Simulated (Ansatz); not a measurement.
A 2-atom cell of BP started from a crystallographic database, relaxed with r2SCAN, was run in Ansatz under altered settings. All numbers are computed, without spin polarisation but where a row says otherwise.

```
CELL_PARAMETERS angstrom
0.00000 2.26832 2.26832
2.26832 0.00000 2.26832
2.26832 2.26832 0.00000
ATOMIC_POSITIONS crystal
B 0.00000 0.00000 0.00000
P 0.25000 0.25000 0.25000
```

The base run's other keys:
```yaml
kpoints:
  mp_grid: { grid: [6, 6, 6] }
hamiltonian:
  xc: pbe
scf:
  occupations: { method: fixed }
  n_extra_bands: 4
```

It takes 7 iterations with 459 plane waves at 420 eV and 16 k points, and leaves a mean stress of +1.41 GPa. The gap over this mesh is 1.331 eV. It ran on 4 threads of Arm Neoverse N1, with other jobs on the host.

Outcomes, with energy and stress as changes against the base:
```tsv
setting	outcome	ΔF (meV/atom)	Δ mean stress (GPa)	gap on the mesh (eV)	iterations	wall time
basis.ecutwfc: 350	converged, warned	+9.6	-0.01	1.330	7	0.46 s
hamiltonian.xc: pbesol	converged	–	-3.09	1.223	6	0.57 s
hamiltonian.pseudopotentials: nc (cutoff then 1116 eV)	converged	–	-0.01	1.337	7	0.87 s
scf.n_extra_bands: 0	converged	0.0	0.00	1.331	6	0.49 s
basis.ecutwfc: 600	converged	-1.0	-0.01	1.332	7	0.66 s
basis.ecutrho_ratio: 8	converged	0.0	0.00	1.331	7	0.58 s
basis.ecutwfc: 500	converged	-0.9	-0.01	1.332	7	0.57 s
hamiltonian.xc: mr2scan (cutoff then 500 eV)	converged	–	-1.30	1.498	6	0.94 s
kpoints.mp_grid.shift: [0, 0, 0.5]	converged, warned	-8.7	-0.13	1.740	6	0.62 s
kpoints.mp_grid.shift: [0.5, 0.5, 0.5]	converged, warned	-8.7	-0.13	1.740	6	0.63 s
scf.occupations: cold 0.05	converged	0.0	0.00	1.331	7	0.55 s
scf.occupations: methfessel_paxton 0.5	converged	+0.9	-0.01	1.331	7	0.55 s
scf.n_extra_bands: 24	converged	0.0	0.00	1.331	7	0.72 s
basis.ecutwfc: 160	converged, warned	+1207	+11.61	1.321	6	0.39 s
```
A dash marks a value that wasn't obtained or can't be compared. Stress is positive in compression. Its mean hides that meshes of lower symmetry stress the axes unequally. The base took 0.53 s.

- basis.ecutwfc: 350. 331 plane waves in place of 459. The free energy moves by +9.6 meV an atom, the mean stress by -0.01 GPa and the gap on the mesh by -0.001 eV (to 1.330). The basis is too small: these are errors of the cutoff. Warned: cutoff below recommended.
- hamiltonian.xc: pbesol. The mean stress moves by -3.09 GPa and the gap on the mesh by -0.108 eV (to 1.223). It's another functional on the same cell, so totals aren't comparable.
- kpoints.mp_grid.shift: [0, 0, 0.5]. The free energy moves by -8.7 meV an atom, the mean stress by -0.13 GPa and the gap on the mesh by +0.408 eV (to 1.740). The mesh breaks the crystal's symmetry, so the stress, and any force that symmetry no longer fixes, lose it too. The gap changes mostly because other points are sampled; a mesh that misses a band edge overestimates it. Warned: symmetry narrowed by mesh.
- kpoints.mp_grid.shift: [0.5, 0.5, 0.5]. The free energy moves by -8.7 meV an atom, the mean stress by -0.13 GPa and the gap on the mesh by +0.408 eV (to 1.740). The mesh breaks the crystal's symmetry, so the stress, and any force that symmetry no longer fixes, lose it too. The gap changes mostly because other points are sampled; a mesh that misses a band edge overestimates it. Warned: symmetry narrowed by mesh.
- basis.ecutwfc: 160. 113 plane waves in place of 459. The free energy moves by +1207 meV an atom, the mean stress by +11.61 GPa and the gap on the mesh by -0.010 eV (to 1.321). The basis is too small: these are errors of the cutoff. Warned: cutoff below recommended.

Within 1 meV an atom, 0.1 GPa and 0.005 eV of the base stay: scf.n_extra_bands: 0; basis.ecutrho_ratio: 8; basis.ecutwfc: 500; scf.occupations: cold 0.05; scf.occupations: methfessel_paxton 0.5; scf.n_extra_bands: 24.
